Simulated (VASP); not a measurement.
# CdF2 (Fm-3m) in VASP: notebook

Aim: see how the results for CdF2 move with the level of theory and the settings. Levels: PBEsol, PBE. Tasks: relaxation of cell and atoms.

Program: VASP 6.6.1. These are calculated values, not measurements. Logs are shortened: lines on timing, memory, paths and dates and some standing lists are left out, and cuts for length are marked.

## Step 1: The crystal as given

It takes space group Fm-3m (No. 225, cubic). Conventional cell: a = 5.388 Å, b = 5.388 Å, c = 5.388 Å, α = 90.00°, β = 90.00°, γ = 90.00°. Cd (site symmetry m-3m) has 8 F at 2.33 Å as nearest neighbours. Around F (site symmetry -43m) lie 4 Cd at 2.33 Å.

## Step 2: Relaxation of cell and atoms, PBEsol

Input file INCAR:

```
PREC = Accurate
ENCUT = 600
EDIFF = 1E-6
ISMEAR = 0
SIGMA = 0.03
LREAL = F
LASPH = T
NELM = 80
ALGO = Normal
ISIF = 3
LWAVE = F
LCHARG = F
GGA = PS
IBRION = 2
NSW = 90
EDIFFG = -0.01
KPAR = 4
```

Input file KPOINTS:

```
Automatic mesh
0
Gamma
  10 10 10
```

Input file POSCAR:

```
CdF2
1.0
    0.0000000000      2.6940000000      2.6940000000
    2.6940000000      0.0000000000      2.6940000000
    2.6940000000      2.6940000000      0.0000000000
Cd F
1 2
Direct
    0.0000000000      0.0000000000      0.0000000000
    0.2500000000      0.2500000000      0.2500000000
    0.7500000000      0.7500000000      0.7500000000
```

Potentials or basis: VASP PAW PBE potentials, release 64 (Cd, F).

Command:

```bash
cat potpaw_PBE.64/Cd/POTCAR potpaw_PBE.64/F/POTCAR > POTCAR
mpirun -np 4 vasp_std > vasp.out
```

OUTCAR:

```text
PREC = Accurate
   ENCUT = 600
   EDIFF = 1E-6
   ISMEAR = 0
   LREAL = F
   LASPH = T
   NELM = 80
   ISIF = 3
   GGA = PS
   IBRION = 2
   NSW = 90
   EDIFFG = -0.01

 ion  position               nearest neighbor table
   1  0.000  0.000  0.000-   3 2.33   3 2.33   3 2.33   2 2.33   3 2.33   2 2.33   2 2.33   2 2.33

   2  0.250  0.250  0.250-   1 2.33   1 2.33   1 2.33   1 2.33
   3  0.750  0.750  0.750-   1 2.33   1 2.33   1 2.33   1 2.33

  LATTYP: Found a face centered cubic cell.
 ALAT       =     5.3880000000

  Lattice vectors:

 A1 = (   0.0000000000,   2.6940000000,   2.6940000000)
 A2 = (   2.6940000000,   0.0000000000,   2.6940000000)
 A3 = (   2.6940000000,   2.6940000000,   0.0000000000)

Analysis of symmetry for initial positions (statically):
=====================================================================
 Subroutine PRICEL returns:
 Original cell was already a primitive cell.

 Routine SETGRP: Setting up the symmetry group for a
 face centered cubic supercell.

 Subroutine GETGRP returns: Found 48 space group operations
 (whereof 48 operations were pure point group operations)
 out of a pool of 48 trial point group operations.

The static configuration has the point symmetry O_h .

Analysis of symmetry for dynamics (positions and initial velocities):
=====================================================================
 Subroutine PRICEL returns:
 Original cell was already a primitive cell.

 Routine SETGRP: Setting up the symmetry group for a
 face centered cubic supercell.

 Subroutine GETGRP returns: Found 48 space group operations
 (whereof 48 operations were pure point group operations)
 out of a pool of 48 trial point group operations.

The dynamic configuration has the point symmetry O_h .

 Subroutine INISYM returns: Found 48 space group operations
 (whereof 48 operations are pure point group operations),
 and found     1 'primitive' translations

----------------------------------------------------------------------------------------

                                     Primitive cell

  volume of cell :      39.1041

  direct lattice vectors                    reciprocal lattice vectors
     0.000000000  2.694000000  2.694000000    -0.185597624  0.185597624  0.185597624
     2.694000000  0.000000000  2.694000000     0.185597624 -0.185597624  0.185597624
     2.694000000  2.694000000  0.000000000     0.185597624  0.185597624 -0.185597624

  length of vectors
[... 90 lines left out ...]
   ISIF   =      3    stress and relaxation
   ISYM   =      2    0-nonsym 1-usesym 2-fastsym
   POTIM  = 0.5000    time-step for ionic-motion
   TEBEG  =    0.0;   TEEND  =   0.0 temperature during run
   PSTRESS=    0.0 pullay stress
   NELECT =      26.0000    total number of electrons
   NUPDOWN=      -1.0000    fix difference up-down
   EMIN   =  10.00;   EMAX   =-10.00  energy-range for DOS
   EFERMI =   0.00;   METHOD = LEGACY
   ISMEAR =     0;   SIGMA  =   0.03  broadening in eV -4-tet -1-fermi 0-gaus
   EFERMI_NEDOS =   21; number of points for ismear=-14 and -15
   IALGO  =     38    algorithm
   IMIX   =      4    mixing-type and parameters
     AMIX     =   0.40;   BMIX     =  1.00
     AMIX_MAG =   1.60;   BMIX_MAG =  1.00
  volume/ion in A,a.u.               =      13.03        87.96
  Fermi-wavevector in a.u.,A,eV,Ry     =   1.428867  2.700166 27.778468  2.041660
  Thomas-Fermi vector in A             =   2.548882
   LORBIT       =      0    0 simple, 1 ext, 2 COOP (PROOUT), +10 PAW based schemes
   GGA     = PS    functional components
   LHFCALC =     F    Hartree Fock is set to
   AEXX    =    0.0000 exact exchange contribution
   IVDW    =     0    specifies the selected vdW correction
   LEPSILON=     F    determine dielectric tensor
   LRPA    =     F    only Hartree local field effects (RPA)
 conjugate gradient relaxation of ions
 non-spin polarized calculation
 Gauss-broadening in eV      SIGMA  =   0.03
  energy-cutoff  :      600.00
  volume of cell :       39.10
 maximum number of plane-waves:      1326
   NGX = 15   NGY = 15   NGZ = 15

--------------------------------------- Ionic step        1  -------------------------------------------

 number of electron      25.9999977 magnetization

 Free energy of the ion-electron system (eV)
  ---------------------------------------------------
  ext. energy  EPLUGINS =         0.00000000
  ---------------------------------------------------
  free energy    TOTEN  =       -11.59684724 eV

  energy without entropy =      -11.59684724  energy(sigma->0) =      -11.59684724

------------------------ aborting loop because EDIFF is reached ----------------------------------------

  FORCE on cell =-STRESS in cart. coord.  units (eV):
  Direction    XX          YY          ZZ          XY          YZ          ZX
  --------------------------------------------------------------------------------------
  -------------------------------------------------------------------------------------
  Total        0.0980066      0.0980066      0.0980066      0.0000000     -0.0000000     -0.0000000
  in kB        4.0155320      4.0155320      4.0155320      0.0000000     -0.0000000     -0.0000000
  external PRESSURE =       4.0155320 kB  Pullay stress =       0.0000000 kB
[... 61 lines left out ...]
--------------------------------------- Ionic step        3  -------------------------------------------

 number of electron      25.9999977 magnetization

 Free energy of the ion-electron system (eV)
  ---------------------------------------------------
  ext. energy  EPLUGINS =         0.00000000
  ---------------------------------------------------
  free energy    TOTEN  =       -11.59700108 eV

  energy without entropy =      -11.59700108  energy(sigma->0) =      -11.59700108

 E-fermi :  -1.2656     XC(G=0): -10.6892

 val. band max:       -1.4785111823   @ k =  -0.3000   0.5000   0.2000
 cond. band min:       1.4226613143   @ k =   0.0000   0.0000   0.0000
 fundamental gap:      2.9011724966
 Fermi energy:        -1.2656046813

 k-point     1 :       0.0000    0.0000    0.0000
  band No.  band energies     occupation
      1     -22.1695      2.00000
      2     -21.0429      2.00000
      3      -7.0871      2.00000
      4      -7.0871      2.00000
      5      -7.0871      2.00000
      6      -5.8491      2.00000
[... 457 lines left out ...]
      4      -6.4543      2.00000
      5      -6.3770      2.00000
      6      -5.8744      2.00000
[... 9 lines left out ...]
     16      11.7171      0.00000
     17      12.3803      0.00000

 [... further k-points ...]
[... 5 lines left out ...]
  --------------------------------------------------------------------------------------
  -------------------------------------------------------------------------------------
  Total       -0.0009716     -0.0009716     -0.0009716      0.0000000      0.0000000      0.0000000
  in kB       -0.0396771     -0.0396771     -0.0396771      0.0000000      0.0000000      0.0000000
  external PRESSURE =      -0.0396771 kB  Pullay stress =       0.0000000 kB
[... 18 lines left out ...]
  FREE ENERGIE OF THE ION-ELECTRON SYSTEM (eV)
  ---------------------------------------------------
  free  energy   TOTEN  =       -11.5970010750 eV

  energy  without entropy=      -11.5970010750  energy(sigma->0) =      -11.59700108

 reached required accuracy - stopping structural energy minimisation
```

CONTCAR:

```text
CdF2
   1.00000000000000
     0.0000000000000000    2.6969680787854453    2.6969680787854453
     2.6969680787854453   -0.0000000000000000    2.6969680787854453
     2.6969680787854453    2.6969680787854453   -0.0000000000000000
  Cd              F
     1     2
Direct
     0.0000000000000000    0.0000000000000000    0.0000000000000000
     0.2500000000000000    0.2500000000000000    0.2500000000000000
     0.7500000000000000    0.7500000000000000    0.7500000000000000

  0.00000000E+00  0.00000000E+00  0.00000000E+00
  0.00000000E+00  0.00000000E+00  0.00000000E+00
  0.00000000E+00  0.00000000E+00  0.00000000E+00
```

It took 20 s on 4 MPI ranks of Intel Xeon 6975P-C (Granite Rapids), shared host; peak memory 0.18 GiB.

Results:

```yaml
Free_energy: -11.5970 eV
Relaxed_volume: 13.08 Å³/atom
Relaxed_cell: a = 3.814 Å, b = 3.814 Å, c = 3.814 Å, α = 60.00°, β = 60.00°, γ = 60.00°
Space_group_after_relaxing_to_0.05_Å: Fm-3m (No. 225)
Energy_gained_by_relaxing: 0.1 meV/atom
Ionic_steps: 3
Pressure_after_relaxing: 0.0 GPa
Band_gap_on_the_k_mesh: 2.90 eV, indirect (least direct gap 3.39 eV)
```

Step by step:
| step | energy change (eV) | largest force (eV/Å) | pressure (GPa) | volume (Å³) |
| --- | --- | --- | --- | --- |
| 1 | 0.0000 | 0.0000 | 0.40 | 39.10 |
| 2 | -0.0001 | 0.0000 | -0.15 | 39.29 |
| 3 | -0.0002 | 0.0000 | 0.00 | 39.23 |

Final structure:
```cif
data_structure
_symmetry_space_group_name_H-M 'P 1'
_symmetry_Int_Tables_number 1
_cell_length_a 3.8141
_cell_length_b 3.8141
_cell_length_c 3.8141
_cell_angle_alpha 60.000
_cell_angle_beta 60.000
_cell_angle_gamma 60.000
_cell_volume 39.23
loop_
_atom_site_label
_atom_site_type_symbol
_atom_site_fract_x
_atom_site_fract_y
_atom_site_fract_z
_atom_site_occupancy
Cd1 Cd 0.00000 0.00000 0.00000 1
F1 F 0.25000 0.25000 0.25000 1
F2 F 0.75000 0.75000 0.75000 1
```

Caveat: the PAW data sets were made with another functional, which shifts forces and pressure a little.

## Step 3: Relaxation of cell and atoms, PBEsol

This run uses another cell than the first one, of 13.08 Å³/atom, 1.003 times its volume.

Changes to INCAR since step 2:

```diff
@@ -2,3 +2,3 @@
 ENCUT = 600
-EDIFF = 1E-6
+EDIFF = 1E-7
 ISMEAR = 0
@@ -15,3 +15,3 @@
 NSW = 90
-EDIFFG = -0.01
+EDIFFG = -0.005
 KPAR = 4
```

KPOINTS is that of step 2.

Input file POSCAR:

```
CdF2                                    
1.0
    0.0000000000      2.6969680788      2.6969680788
    2.6969680788     -0.0000000000      2.6969680788
    2.6969680788      2.6969680788     -0.0000000000
  Cd              F             
     1     2
Direct
     0.0000000000000000    0.0000000000000000    0.0000000000000000
     0.2500000000000000    0.2500000000000000    0.2500000000000000
     0.7500000000000000    0.7500000000000000    0.7500000000000000
```

Potentials or basis: VASP PAW PBE potentials, release 64 (Cd, F).

Command:

```bash
cat potpaw_PBE.64/Cd/POTCAR potpaw_PBE.64/F/POTCAR > POTCAR
mpirun -np 4 vasp_std > vasp.out
```

Wall time 13 s (4 MPI ranks of Intel Xeon 6975P-C (Granite Rapids), shared host); peak memory 0.18 GiB.

Results (log left out):

```
Free energy             : -11.5973 eV
Pressure after relaxing : 0.0 GPa
Band gap on the k mesh  : 2.90 eV, indirect (least direct gap 3.39 eV)
```

Final structure:
```
CELL_PARAMETERS angstrom
0.00000 2.69697 2.69697
2.69697 0.00000 2.69697
2.69697 2.69697 0.00000
ATOMIC_POSITIONS crystal
Cd 0.00000 0.00000 0.00000
F 0.25000 0.25000 0.25000
F 0.75000 0.75000 0.75000
```

Levels at points of the mesh, in eV from the valence-band top:
| k point | band 11 | band 12 | band 13 | band 14 | band 15 | band 16 |
| --- | --- | --- | --- | --- | --- | --- |
| (0.00, 0.00, 0.00) | -0.49 | -0.49 | -0.49 | 2.90 | 12.50 | 12.50 |
| (0.50, 0.00, 0.00) | -1.86 | -0.39 | -0.39 | 7.04 | 8.97 | 14.29 |
| (0.50, 0.50, 0.00) | -0.50 | -0.08 | -0.08 | 7.86 | 9.46 | 11.69 |

Caveat: the relaxation stopped at its first step, so nothing moved; the PAW data sets were made with another functional, which shifts forces and pressure a little.

## Step 4: Relaxation of cell and atoms, PBE

Input file INCAR:

```
SYSTEM = CdF2
PREC = Accurate
ENCUT = 600
EDIFF = 1E-6
ISMEAR = 0
SIGMA = 0.03
LREAL = .False.
LASPH = .True.
NELM = 80
ALGO = Normal
ISIF = 3
LWAVE = .False.
LCHARG = .False.
GGA = PE
IBRION = 2
NSW = 90
EDIFFG = -0.01
KPAR = 2
```

Input file KPOINTS:

```
regular mesh
0
Gamma
  10 10 10
  0 0 0
```

Input file POSCAR:

```
CdF2
1.0
    0.0000000000      2.6940000000      2.6940000000
    2.6940000000      0.0000000000      2.6940000000
    2.6940000000      2.6940000000      0.0000000000
Cd F
1 2
Direct
    0.0000000000      0.0000000000      0.0000000000
    0.2500000000      0.2500000000      0.2500000000
    0.7500000000      0.7500000000      0.7500000000
```

Potentials or basis: VASP PAW PBE potentials, release 64 (Cd, F).

Command:

```bash
cat potpaw_PBE.64/Cd/POTCAR potpaw_PBE.64/F/POTCAR > POTCAR
mpirun -np 2 vasp_std > vasp.out
```

OUTCAR:

```text
SYSTEM = CdF2
   PREC = Accurate
   ENCUT = 600
   EDIFF = 1E-6
   ISMEAR = 0
   LREAL = .False.
   LASPH = .True.
   NELM = 80
   ISIF = 3
   GGA = PE
   IBRION = 2
   NSW = 90
   EDIFFG = -0.01

 ion  position               nearest neighbor table
   1  0.000  0.000  0.000-   3 2.33   3 2.33   3 2.33   2 2.33   3 2.33   2 2.33   2 2.33   2 2.33

   2  0.250  0.250  0.250-   1 2.33   1 2.33   1 2.33   1 2.33
   3  0.750  0.750  0.750-   1 2.33   1 2.33   1 2.33   1 2.33

  LATTYP: Found a face centered cubic cell.
 ALAT       =     5.3880000000

  Lattice vectors:

 A1 = (   0.0000000000,   2.6940000000,   2.6940000000)
 A2 = (   2.6940000000,   0.0000000000,   2.6940000000)
 A3 = (   2.6940000000,   2.6940000000,   0.0000000000)

Analysis of symmetry for initial positions (statically):
=====================================================================
 Subroutine PRICEL returns:
 Original cell was already a primitive cell.

 Routine SETGRP: Setting up the symmetry group for a
 face centered cubic supercell.

 Subroutine GETGRP returns: Found 48 space group operations
 (whereof 48 operations were pure point group operations)
 out of a pool of 48 trial point group operations.

The static configuration has the point symmetry O_h .

Analysis of symmetry for dynamics (positions and initial velocities):
=====================================================================
 Subroutine PRICEL returns:
 Original cell was already a primitive cell.

 Routine SETGRP: Setting up the symmetry group for a
 face centered cubic supercell.

 Subroutine GETGRP returns: Found 48 space group operations
 (whereof 48 operations were pure point group operations)
 out of a pool of 48 trial point group operations.

The dynamic configuration has the point symmetry O_h .

[... 123 lines left out ...]
  Thomas-Fermi vector in A             =   2.548882
   LORBIT       =      0    0 simple, 1 ext, 2 COOP (PROOUT), +10 PAW based schemes
   GGA     = PE    functional components
   LHFCALC =     F    Hartree Fock is set to
   AEXX    =    0.0000 exact exchange contribution
   IVDW    =     0    specifies the selected vdW correction
   LEPSILON=     F    determine dielectric tensor
   LRPA    =     F    only Hartree local field effects (RPA)
 conjugate gradient relaxation of ions
 non-spin polarized calculation
 Gauss-broadening in eV      SIGMA  =   0.03
  energy-cutoff  :      600.00
  volume of cell :       39.10
 maximum number of plane-waves:      1326
   NGX = 15   NGY = 15   NGZ = 15

--------------------------------------- Ionic step        1  -------------------------------------------

 number of electron      25.9999977 magnetization

 Free energy of the ion-electron system (eV)
  ---------------------------------------------------
  ext. energy  EPLUGINS =         0.00000000
  ---------------------------------------------------
  free energy    TOTEN  =       -10.86298799 eV

  energy without entropy =      -10.86298799  energy(sigma->0) =      -10.86298799

------------------------ aborting loop because EDIFF is reached ----------------------------------------

  FORCE on cell =-STRESS in cart. coord.  units (eV):
  Direction    XX          YY          ZZ          XY          YZ          ZX
  --------------------------------------------------------------------------------------
  -------------------------------------------------------------------------------------
  Total        1.4710255      1.4710255      1.4710255      0.0000000      0.0000000     -0.0000000
  in kB       60.2709478     60.2709478     60.2709478      0.0000000      0.0000000     -0.0000000
  external PRESSURE =      60.2709478 kB  Pullay stress =       0.0000000 kB
[... 61 lines left out ...]
--------------------------------------- Ionic step        3  -------------------------------------------

 number of electron      25.9999997 magnetization

 Free energy of the ion-electron system (eV)
  ---------------------------------------------------
  ext. energy  EPLUGINS =         0.00000000
  ---------------------------------------------------
  free energy    TOTEN  =       -10.90311226 eV

  energy without entropy =      -10.90311226  energy(sigma->0) =      -10.90311226

 E-fermi :  -1.5997     XC(G=0): -10.1109

 val. band max:       -1.7229692825   @ k =  -0.3000   0.5000   0.2000
 cond. band min:       1.1548968378   @ k =   0.0000   0.0000   0.0000
 fundamental gap:      2.8778661203
 Fermi energy:        -1.5996861211

 k-point     1 :       0.0000    0.0000    0.0000
  band No.  band energies     occupation
      1     -22.2280      2.00000
      2     -21.2706      2.00000
      3      -7.1872      2.00000
      4      -7.1872      2.00000
      5      -7.1872      2.00000
      6      -6.2090      2.00000
[... 457 lines left out ...]
      4      -6.6557      2.00000
      5      -6.5837      2.00000
      6      -6.2117      2.00000
[... 9 lines left out ...]
     16      11.3040      0.00000
     17      11.8767      0.00000

 [... further k-points ...]
[... 5 lines left out ...]
  --------------------------------------------------------------------------------------
  -------------------------------------------------------------------------------------
  Total        0.0044587      0.0044587      0.0044587      0.0000000      0.0000000      0.0000000
  in kB        0.1727396      0.1727396      0.1727396      0.0000000      0.0000000      0.0000000
  external PRESSURE =       0.1727396 kB  Pullay stress =       0.0000000 kB
[... 18 lines left out ...]
  FREE ENERGIE OF THE ION-ELECTRON SYSTEM (eV)
  ---------------------------------------------------
  free  energy   TOTEN  =       -10.9031122647 eV

  energy  without entropy=      -10.9031122647  energy(sigma->0) =      -10.90311226

 reached required accuracy - stopping structural energy minimisation
```

OSZICAR:

```text
N       E                     dE             d eps       ncg     rms          rms(c)
DAV:   1     0.222162703670E+03    0.22216E+03   -0.17251E+04  1622   0.174E+03
DAV:   2    -0.278381371747E+01   -0.22495E+03   -0.21724E+03  1801   0.408E+02
DAV:   3    -0.125167256537E+02   -0.97329E+01   -0.97084E+01  1771   0.953E+01
[... 27 lines left out ...]
DAV:   4    -0.109032310224E+02    0.51734E-03   -0.14060E-03  1632   0.462E-01    0.279E-01
DAV:   5    -0.109031257871E+02    0.10524E-03   -0.31200E-04  1654   0.222E-01    0.400E-02
DAV:   6    -0.109031098803E+02    0.15907E-04   -0.70790E-05  1929   0.154E-01    0.637E-03
DAV:   7    -0.109031118303E+02   -0.19500E-05   -0.60697E-06  1670   0.256E-02    0.445E-03
DAV:   8    -0.109031122647E+02   -0.43441E-06   -0.94672E-07  1217   0.164E-02
   3 F= -.10903112E+02 E0= -.10903112E+02  d E =-.401243E-01
```

Run time: 26 s. Hardware: 2 MPI ranks of AMD EPYC 9R45 (Zen 5), shared host; peak memory 0.16 GiB.

What came out:

```
Free energy                            : -10.9031 eV
Relaxed volume                         : 13.78 Å³/atom
Relaxed cell                           : a = 3.882 Å, b = 3.882 Å, c = 3.882 Å, α = 60.00°, β = 60.00°, γ = 60.00°
Space group after relaxing (to 0.05 Å) : Fm-3m (No. 225)
Energy gained by relaxing              : 13.4 meV/atom
Ionic steps                            : 3
Pressure after relaxing                : 0.0 GPa
Band gap on the k mesh                 : 2.88 eV, indirect (least direct gap 3.43 eV)
```

The path:
| step | energy change (eV) | largest force (eV/Å) | pressure (GPa) | volume (Å³) |
| --- | --- | --- | --- | --- |
| 1 | 0.0000 | 0.0000 | 6.03 | 39.10 |
| 2 | -0.0378 | 0.0000 | -1.27 | 41.95 |
| 3 | -0.0401 | 0.0000 | 0.02 | 41.35 |

Final structure:
```yaml
crystal:
  lattice:
    - [0.00000, 2.74473, 2.74473]
    - [2.74473, 0.00000, 2.74473]
    - [2.74473, 2.74473, 0.00000]
  atoms:
    - { symbol: Cd, position: [0.00000, 0.00000, 0.00000] }
    - { symbol: F, position: [0.25000, 0.25000, 0.25000] }
    - { symbol: F, position: [0.75000, 0.75000, 0.75000] }
```

A k mesh can miss the band edges. PBE usually gives volumes a little too large and moduli too small.

[end of part 1 of 2]
